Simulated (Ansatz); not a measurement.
`CC(C)[O][AlH2]` → `[AlH3]` + `CC(C)=O` at 600 K and 1 bar (β-hydride elimination).

Gas-phase electronic energies from Ansatz, PBE0-D4/def2-TZVP geometries. CBS: MP2 limit from def2 TZ/QZ plus the TZ coupled-cluster correction, frozen cores. This one scheme is used for every species. Each species was taken in one conformer, which may not be the lowest.

| species | CCSD(T)/CBS energy (Eh) | H − E (kJ/mol) | S (J/(mol·K)) |
| --- | --- | --- | --- |
| `CC(C)[O][AlH2]` | -436.80104 | 363.6 | 466.2 |
| `[AlH3]` | -243.78045 | 74.2 | 242.3 |
| `CC(C)=O` | -192.94016 | 267.8 | 372.0 |

H − E and S are ideal-gas, rigid-rotor, harmonic terms from PBE0-D4/def2-TZVP, for one conformer and one mirror image of each species. 1 Eh = 2625.50 kJ/mol, R = 8.31446 J/(mol·K).

By hand: ΔE, ΔH, ΔS and ΔG.

ΔE = (-243.78045) + (-192.94016) − (-436.80104) = 0.08043 Eh = 211.2 kJ/mol. Δ(H − E) = 74.2 + 267.8 − 363.6 = -21.6, so ΔH = 189.6 kJ/mol. ΔS = 242.3 + 372.0 − 466.2 = 148.1 J/(mol·K). ΔG = 189.6 − 600 × (148.1)/1000 = 100.7 kJ/mol.

By hand: the equilibrium constant, and the temperature at which ΔG would vanish if ΔH and ΔS stayed fixed.

log₁₀ K = −ΔG/(RT ln 10) = -8.8. ΔG = 0 at ΔH/ΔS = 1280 K.

The number of gas molecules changes by +1, which sets the sign of ΔS. A doubt of 5 kJ/mol in ΔE shifts log₁₀ K by 0.4 here. Other conformers and mirror images would add mixing entropy, several J/(mol·K) or more a flexible species. Modes under 60 cm⁻¹, often nearly free rotors, make the harmonic entropy too high. These are equilibria of isolated gas molecules and say nothing of rates. Largest T1 diagnostic: 0.013 (customary marks: 0.02 for closed shells, 0.045 for open ones).
